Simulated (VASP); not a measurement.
# Interstitial C in a supercell of W, part 4 of 4

How easily does interstitial C form in W? The host is relaxed first, then a supercell is run with and without the defect.

VASP 6.6.1, plane waves and PAW; the level of theory is named at each step.

So far. Step 4 (Reference C): The run ended after 3 ionic steps, 0.007 eV below its first step, once forces and stress met EDIFFG = -0.02. Step 4 (Reference C): Energy at zero smearing: -19.26447 eV.

**5. The defect cell**

This step: PBEsol; plane waves and PAW (W, C) (VASP 6.6.1).

System of this step: W54C. The cell holds 55 atoms: 54 W and 1 C. Its edges and angles: a = 9.435 Å, b = 9.435 Å, c = 9.435 Å, α = 90.0°, β = 90.0°, γ = 90.0°. It derives from W. Nearest the centre at fractional (0.167, 0.083, 0.000): C55 at 0.00 Å, W2 at 1.76 Å, W1 at 1.76 Å, W6 at 1.76 Å, W34 at 1.76 Å, W29 at 2.83 Å, W52 at 2.83 Å, W7 at 2.83 Å.

The host is treated as a metal, since its gap is under 0.3 eV or closed. The run keeps 8 symmetry operations, which cuts the number of k-points but bars distortions that break them. The atoms relax at the host's fixed cell.

The input, INCAR:

```
SYSTEM = W54C
PREC = Normal
ENCUT = 400
EDIFF = 1E-05
NELM = 120
ISMEAR = 1
SIGMA = 0.2
LREAL = Auto
ALGO = Fast
GGA = PS
NBANDS = 208
LASPH = .TRUE.
LORBIT = 11
LWAVE = .FALSE.
LCHARG = .TRUE.
KPAR = 4
NCORE = 2
IBRION = 2
NSW = 50
ISIF = 2
EDIFFG = -0.03
POTIM = 0.4
MAXMIX = 40
ISYM = 2
```

The input, POSCAR:

```
W54C
1.0
    9.4346449506      0.0000000000      0.0000000000
    0.0000000000      9.4346449506      0.0000000000
    0.0000000000      0.0000000000      9.4346449506
W C
54 1
Direct
    0.0000000000      0.0000000000      0.0000000000
    0.3333333300      0.0000000000      0.0000000000
    0.6666666700      0.0000000000      0.0000000000
    0.0000000000      0.3333333300      0.0000000000
    0.0000000000      0.0000000000      0.3333333300
    0.1666666700      0.1666666700      0.1666666700
    0.3333333300      0.3333333300      0.0000000000
    0.3333333300      0.0000000000      0.3333333300
    0.5000000000      0.1666666700      0.1666666700
    0.6666666700      0.3333333300      0.0000000000
    0.6666666700      0.0000000000      0.3333333300
    0.8333333300      0.1666666700      0.1666666700
    0.0000000000      0.6666666700      0.0000000000
    0.0000000000      0.3333333300      0.3333333300
    0.1666666700      0.5000000000      0.1666666700
    0.3333333300      0.6666666700      0.0000000000
    0.0000000000      0.0000000000      0.6666666700
    0.1666666700      0.1666666700      0.5000000000
    0.3333333300      0.3333333300      0.3333333300
    0.5000000000      0.5000000000      0.1666666700
    0.6666666700      0.6666666700      0.0000000000
    0.3333333300      0.0000000000      0.6666666700
    0.5000000000      0.1666666700      0.5000000000
    0.6666666700      0.3333333300      0.3333333300
    0.8333333300      0.5000000000      0.1666666700
    0.6666666700      0.0000000000      0.6666666700
    0.8333333300      0.1666666700      0.5000000000
    0.0000000000      0.6666666700      0.3333333300
    0.1666666700      0.8333333300      0.1666666700
    0.0000000000      0.3333333300      0.6666666700
    0.1666666700      0.5000000000      0.5000000000
    0.3333333300      0.6666666700      0.3333333300
    0.5000000000      0.8333333300      0.1666666700
    0.1666666700      0.1666666700      0.8333333300
    0.3333333300      0.3333333300      0.6666666700
    0.5000000000      0.5000000000      0.5000000000
    0.6666666700      0.6666666700      0.3333333300
    0.8333333300      0.8333333300      0.1666666700
    0.5000000000      0.1666666700      0.8333333300
    0.6666666700      0.3333333300      0.6666666700
    0.8333333300      0.5000000000      0.5000000000
    0.8333333300      0.1666666700      0.8333333300
    0.0000000000      0.6666666700      0.6666666700
    0.1666666700      0.8333333300      0.5000000000
    0.1666666700      0.5000000000      0.8333333300
    0.3333333300      0.6666666700      0.6666666700
    0.5000000000      0.8333333300      0.5000000000
    0.5000000000      0.5000000000      0.8333333300
    0.6666666700      0.6666666700      0.6666666700
    0.8333333300      0.8333333300      0.5000000000
    0.8333333300      0.5000000000      0.8333333300
    0.1666666700      0.8333333300      0.8333333300
    0.5000000000      0.8333333300      0.8333333300
    0.8333333300      0.8333333300      0.8333333300
    0.1666666700      0.0833333300      1.0000000000
```

The input, KPOINTS:

```
Automatic mesh
0
Monkhorst-Pack
4 4 4
0 0 0
```

Potentials, in the order of the species: W and C (PBE family, release 64).

Started as:

```sh
> mpirun -np 8 vasp_std
```

The program printed:

```text
[banner, memory and clock lines left out]
running    8 mpi-ranks, on    1 nodes
 distrk:  each k-point on    2 cores,    4 groups
 distr:  one band on    2 cores,    1 groups

 POSCAR found type information on POSCAR W C
 POSCAR found :  2 types and      55 ions
 [... a notice as in an earlier step ...]

 LDA part: xc-table for (Slater+PW92), standard interpolation
 POSCAR, INCAR and KPOINTS ok, starting setup
 FFT: planning ... GRIDC
 FFT: planning ... GRID_SOFT
 FFT: planning ... GRID
 WAVECAR not read
 entering main loop
       N       E                     dE             d eps       ncg     rms          rms(c)
DAV:   1     0.994073325138E+03    0.99407E+03   -0.12383E+05  2504   0.115E+03
DAV:   2    -0.601461261664E+03   -0.15955E+04   -0.15063E+04  2880   0.320E+02
DAV:   3    -0.788038878463E+03   -0.18658E+03   -0.17973E+03  3768   0.758E+01
DAV:   4    -0.795302005419E+03   -0.72631E+01   -0.71102E+01  3304   0.159E+01
DAV:   5    -0.795628843771E+03   -0.32684E+00   -0.32358E+00  3888   0.329E+00    0.169E+02
RMM:   6    -0.762458804035E+03    0.33170E+02   -0.47804E+01  2541   0.126E+01    0.732E+01
RMM:   7    -0.757026456814E+03    0.54323E+01   -0.52244E+01  2571   0.130E+01    0.178E+01
RMM:   8    -0.751247182142E+03    0.57793E+01   -0.13157E+01  2520   0.867E+00    0.137E+01
RMM:   9    -0.751599669122E+03   -0.35249E+00   -0.56340E+00  2759   0.364E+00    0.373E+00
RMM:  10    -0.751625183595E+03   -0.25514E-01   -0.90174E-01  2918   0.191E+00    0.540E+00
RMM:  11    -0.751645414373E+03   -0.20231E-01   -0.23920E-01  2659   0.853E-01    0.179E+00
RMM:  12    -0.751622268711E+03    0.23146E-01   -0.12658E-01  2977   0.564E-01    0.830E-01
RMM:  13    -0.751625130528E+03   -0.28618E-02   -0.46635E-02  3511   0.265E-01    0.780E-01
RMM:  14    -0.751625272673E+03   -0.14214E-03   -0.49201E-03  3109   0.910E-02    0.457E-01
RMM:  15    -0.751625382678E+03   -0.11001E-03   -0.12279E-03  3266   0.421E-02    0.305E-01
RMM:  16    -0.751625377616E+03    0.50616E-05   -0.17440E-04  2728   0.192E-02    0.162E-01
RMM:  17    -0.751625376262E+03    0.13546E-05   -0.65582E-05  2069   0.125E-02
   1 F= -.75162538E+03 E0= -.75160735E+03  d E =-.751625E+03
 curvature:   0.00 expect dE= 0.000E+00 dE for cont linesearch  0.000E+00
 trial: gam= 0.00000 g(F)=  0.157E+02 g(S)=  0.000E+00 ort = 0.000E+00 (trialstep = 0.100E+01)
 search vector abs. value=  0.157E+02
 bond charge predicted
       N       E                     dE             d eps       ncg     rms          rms(c)
DAV:   1    -0.751195818930E+03    0.42956E+00   -0.13842E+03  2496   0.644E+01    0.125E+01
RMM:   2    -0.752743029769E+03   -0.15472E+01   -0.53132E+01  2614   0.158E+01    0.198E+01
RMM:   3    -0.753897431087E+03   -0.11544E+01   -0.14856E+01  3175   0.707E+00    0.106E+01
RMM:   4    -0.753362063936E+03    0.53537E+00   -0.31223E+00  2740   0.294E+00    0.125E+01
RMM:   5    -0.753465154061E+03   -0.10309E+00   -0.92769E-01  2977   0.174E+00    0.862E+00
RMM:   6    -0.753315974691E+03    0.14918E+00   -0.76121E-01  2669   0.156E+00    0.579E+00
RMM:   7    -0.753323082371E+03   -0.71077E-02   -0.26547E-01  3445   0.859E-01    0.476E+00
RMM:   8    -0.753311984919E+03    0.11097E-01   -0.51787E-02  3276   0.284E-01    0.296E+00
RMM:   9    -0.753307340566E+03    0.46444E-02   -0.18585E-02  3246   0.180E-01    0.206E+00
RMM:  10    -0.753304435697E+03    0.29049E-02   -0.10991E-02  3172   0.137E-01    0.134E+00
RMM:  11    -0.753303578578E+03    0.85712E-03   -0.43505E-03  3429   0.799E-02    0.835E-01
RMM:  12    -0.753302984615E+03    0.59396E-03   -0.16495E-03  3186   0.487E-02    0.551E-01
RMM:  13    -0.753302864256E+03    0.12036E-03   -0.85108E-04  3217   0.357E-02    0.318E-01
RMM:  14    -0.753302857298E+03    0.69579E-05   -0.20641E-04  2852   0.186E-02    0.159E-01
RMM:  15    -0.753302852174E+03    0.51242E-05   -0.35376E-05  1826   0.853E-03
   2 F= -.75330285E+03 E0= -.75330509E+03  d E =-.167748E+01
[... from here on, the cycles between the ionic steps are left out ...]
   3 F= -.75531702E+03 E0= -.75530217E+03  d E =-.369165E+01
   4 F= -.75531714E+03 E0= -.75530255E+03  d E =-.369176E+01
   5 F= -.75561462E+03 E0= -.75560093E+03  d E =-.297479E+00
   6 F= -.75564318E+03 E0= -.75563001E+03  d E =-.326038E+00
   7 F= -.75570072E+03 E0= -.75568583E+03  d E =-.575426E-01
   8 F= -.75571139E+03 E0= -.75569555E+03  d E =-.682117E-01
   9 F= -.75572627E+03 E0= -.75571047E+03  d E =-.148843E-01
  10 F= -.75572744E+03 E0= -.75571166E+03  d E =-.160532E-01
  11 F= -.75572746E+03 E0= -.75571168E+03  d E =-.160713E-01
 curvature:  -0.93 expect dE=-0.131E-02 dE for cont linesearch -0.672E-08
 trial: gam= 0.10268 g(F)=  0.142E-02 g(S)=  0.000E+00 ort = 0.136E-04 (trialstep = 0.118E+01)
 search vector abs. value=  0.169E-02
 bond charge predicted
       N       E                     dE             d eps       ncg     rms          rms(c)
DAV:   1    -0.755728238428E+03   -0.78183E-03   -0.23282E-01  2592   0.862E-01    0.769E-02
RMM:   2    -0.755728292732E+03   -0.54304E-04   -0.21651E-03  2591   0.108E-01    0.827E-02
RMM:   3    -0.755728355900E+03   -0.63169E-04   -0.92145E-04  3222   0.402E-02    0.596E-02
RMM:   4    -0.755728356383E+03   -0.48243E-06   -0.18513E-04  2678   0.212E-02    0.267E-02
RMM:   5    -0.755728354314E+03    0.20682E-05   -0.59057E-05  2076   0.126E-02
  12 F= -.75572835E+03 E0= -.75571245E+03  d E =-.895757E-03
 trial-energy change:   -0.000896  1 .order   -0.000791   -0.001674    0.000092
 step:   1.1318(harm=  1.1162)  dis= 0.00149  next Energy=  -755.728356 (dE=-0.898E-03)
 reached required accuracy - stopping structural energy minimisation
```

Wall time 6.3 min (8 MPI ranks of Intel Xeon 6975P-C (Granite Rapids), shared host); peak memory 3.5 GiB.

Parts of OUTCAR (step 5):

```text
   k-points           NKPTS =      6   k-points in BZ     NKDIM =      6   number of bands    NBANDS=    208

   NELECT =     328.0000    total number of electrons

 E-fermi :   7.9650

 k-point     1 :       0.1250    0.1250    0.1250
  band No.  band energies     occupation
    ...
    164       7.8627      1.75274
    165       7.9291      1.29910
    166       7.9378      1.22827
    167       7.9927      0.76827
    168       8.0116      0.61715
    169       8.0359      0.43989
    170       8.0584      0.29732
    171       8.1253      0.01930
    172       8.1487     -0.02887
    173       8.2291     -0.06846
    ...

  Total       22.6794775      8.4495745     22.6794775      0.0000000      0.0000000      0.0000000
  in kB       43.2680122     16.1201374     43.2680122      0.0000000      0.0000000      0.0000000
  external PRESSURE =      34.2187206 kB  Pullay stress =       0.0000000 kB

 POSITION                                       TOTAL-FORCE (eV/Angst)
 -----------------------------------------------------------------------------------
      9.19863      9.41154      0.00000         0.002364      0.006077     -0.000000
      3.38090      9.41154      0.00000        -0.002364      0.006077     -0.000000
      6.28976      0.00440      0.00000         0.000000     -0.000221     -0.000000
      0.00433      3.12891      0.00000        -0.005810      0.005601     -0.000000
      9.40779      9.41989      3.16272        -0.007066     -0.011783     -0.000512
      1.57244      1.59555      1.80846         0.000000     -0.006077     -0.002364
      3.14055      3.12891      0.00000         0.005810      0.005601     -0.000000
      3.17173      9.41989      3.16272         0.007066     -0.011783     -0.000512
      4.73516      1.58720      1.59929        -0.000512      0.011783      0.007066
      6.28976      3.15110      0.00000         0.000000      0.017193     -0.000000
      6.28976      0.00090      3.15145         0.000000     -0.004343     -0.001590
      7.84437      1.58720      1.59929         0.000512      0.011783      0.007066
      9.43264      6.28957      0.00000         0.001260      0.007999     -0.000000
      9.40971      3.18171      3.17563        -0.008034     -0.001152      0.008409
      1.57244      4.71752      1.57445         0.000000     -0.007999     -0.001260
      3.14689      6.28957      0.00000        -0.001260      0.007999     -0.000000
      9.40779      9.41989      6.27193        -0.007066     -0.011783      0.000512
      1.57244      1.56804      4.71732         0.000000      0.000221     -0.000000
      3.16981      3.18171      3.17563         0.008034     -0.001152      0.008409
      4.71182      4.70717      1.56689         0.006038     -0.000971      0.009770
      6.28976      6.27648      0.00000         0.000000      0.011070     -0.000000
      3.17173      9.41989      6.27193         0.007066     -0.011783      0.000512
      4.72389      1.57154      4.71732        -0.001590      0.004343     -0.000000
      6.28976      3.15756      3.14902         0.000000      0.009114      0.003448
[...]
-----------------------------------------------------------------------------------
    total drift:                                0.000005     -0.000009     -0.000000

  FREE ENERGIE OF THE ION-ELECTRON SYSTEM (eV)
  ---------------------------------------------------
  free  energy   TOTEN  =      -755.7283543145 eV

  energy  without entropy=     -755.6806455658  energy(sigma->0) =     -755.71245140

[... 5 parts as in an earlier step ...]

[... 12 further parts left out ...]
```

The run keeps the 8 symmetry operations of its start, so it cannot find a distortion of lower symmetry.

The steps of the relaxation:

```csv
step,energy less that of the first step (eV),largest force (eV/Å)
1,0.0000,9.9201
2,-1.6775,5.3533
3,-3.6916,0.9627
4,-3.6918,0.9895
5,-3.9892,0.5053
6,-4.0178,0.3570
7,-4.0753,0.1870
8,-4.0860,0.2244
9,-4.1009,0.0478
10,-4.1021,0.0429
11,-4.1021,0.0493
12,-4.1030,0.0172
```

The atoms that moved most (Å):

```csv
atom,dx,dy,dz,length
W2,0.236,-0.023,0.000,0.237
W6,0.000,0.023,0.236,0.237
W1,-0.236,-0.023,0.000,0.237
W34,0.000,0.023,-0.236,0.237
W19,0.025,0.037,0.031,0.054
W14,-0.025,0.037,0.031,0.054
W35,0.025,0.037,-0.031,0.054
W30,-0.025,0.037,-0.031,0.054
```

Numbers from this step:

```
electronic cycles                               : 98
electrons                                       : 328
free energy (TOTEN)                             : -755.7284 eV
energy at zero smearing                         : -755.7125 eV
Fermi energy                                    : 7.965 eV
labelled metallic, from the levels on this mesh : yes
```

Valence density in the bc plane at fractional x = 0.167, through the centre, with atoms of W and C within 0.45 Å of it. It is the smooth field of the valence electrons, not physical close to the nuclei.

Values in e/Å³, 13 rows by 16 columns, each cell a mean:
```
0.8 1.4 0.9 0.3 0.3 0.3 0.3 0.3 0.3 0.3 0.3 0.3 0.3 0.3 0.3 0.3
0.3 0.5 0.6 0.5 0.3 0.3 0.4 0.6 0.6 0.4 0.3 0.3 0.5 0.6 0.5 0.3
0.3 0.4 0.7 0.7 0.4 0.3 0.4 0.6 0.6 0.4 0.3 0.3 0.5 0.6 0.5 0.3
0.3 0.4 0.5 0.5 0.4 0.3 0.3 0.3 0.3 0.3 0.3 0.3 0.3 0.3 0.3 0.3
0.3 0.3 0.3 0.3 0.3 0.3 0.3 0.3 0.3 0.3 0.3 0.3 0.3 0.3 0.3 0.3
0.3 0.4 0.5 0.5 0.3 0.3 0.3 0.5 0.5 0.4 0.3 0.3 0.5 0.5 0.5 0.3
0.3 0.4 0.7 0.6 0.4 0.3 0.3 0.6 0.7 0.4 0.3 0.3 0.5 0.8 0.5 0.3
0.3 0.4 0.5 0.4 0.3 0.3 0.3 0.4 0.4 0.4 0.3 0.3 0.4 0.4 0.4 0.3
0.3 0.3 0.3 0.3 0.3 0.3 0.3 0.3 0.3 0.3 0.3 0.3 0.3 0.3 0.3 0.3
0.3 0.4 0.6 0.6 0.4 0.3 0.3 0.4 0.4 0.4 0.3 0.3 0.4 0.4 0.4 0.3
0.3 0.4 0.7 0.7 0.4 0.3 0.3 0.6 0.7 0.4 0.3 0.3 0.5 0.7 0.5 0.3
0.4 0.7 0.7 0.5 0.3 0.3 0.4 0.5 0.5 0.4 0.3 0.3 0.5 0.5 0.5 0.3
0.9 1.5 1.0 0.3 0.2 0.3 0.3 0.3 0.3 0.3 0.3 0.3 0.3 0.3 0.2 0.3
```
Columns run along b (9.4 Å), rows up along c (9.4 Å). Atoms in or near the plane, at fractional coordinates: W at (0.17, 0.19), W at (0.50, 0.17), W at (0.17, 0.50), W at (0.84, 0.17), W at (0.50, 0.50), W at (0.17, 0.81), W at (0.83, 0.50), W at (0.50, 0.83), W at (0.84, 0.83), C at (0.08, 0.00).

The run ended after 12 ionic steps, 4.103 eV below its first step, once the forces on the free atoms met EDIFFG = -0.03.

C hardly moves from its start, within the 8 symmetry operations kept, and its nearest atoms are 4 W at 1.98 Å.

**6. Formation energies**

This step: point defect, PBEsol; plane waves and PAW (VASP 6.6.1).

Derived from the runs above.

This step gave:

| Item | Value |
| --- | --- |
| formation energy of the neutral defect | 3.629 eV |

Formation energy:

```csv
formation energy (eV),largest move (Å)
3.629,0.2371
```

E_f is E(defect cell) less E(perfect cell), corrected for the atoms exchanged with their references.

References, in eV an atom: C -9.632 (crystal Fd-3m) and W -13.884 (the host). They were run at the supercell's cutoff and functional, without U, and count both elements from their own phases.

**7. Results**

- formation energy at charge 0: 3.629 eV

**Reading.** Interstitial C costs 3.63 eV at the one site run, which need not be the lowest, with every exchanged atom at the energy of its element. C hardly moves from its start, within the 8 symmetry operations kept, and its nearest atoms are 4 W at 1.98 Å. In 1 of the runs the charge density had not settled when EDIFF was met, so its numbers are doubtful. With metallic smearing the value can move by tenths of an eV with the k mesh. Carbon counts from diamond, not from graphite, the stable form. The supercell of 54 atoms is small, so interactions between images remain.

[Lines on the potential files, build, host, timing and source positions are cut from VASP's logs without a mark.]

[Logs are printed without paths, hosts, clocks, repeated set-up lines and the standing remarks that a program may print on its own settings, such as how far it seeks lower states.]

[Hosts, paths, dates, database ids (printed as entryN), source tags and the programs' standing remarks are cut or masked in the printed files.]

[In band tables of VASP the shares of atoms and orbitals are scaled to a sum of 1 inside the atoms' spheres.]

[Runs that stopped without an error message from VASP are left out.]
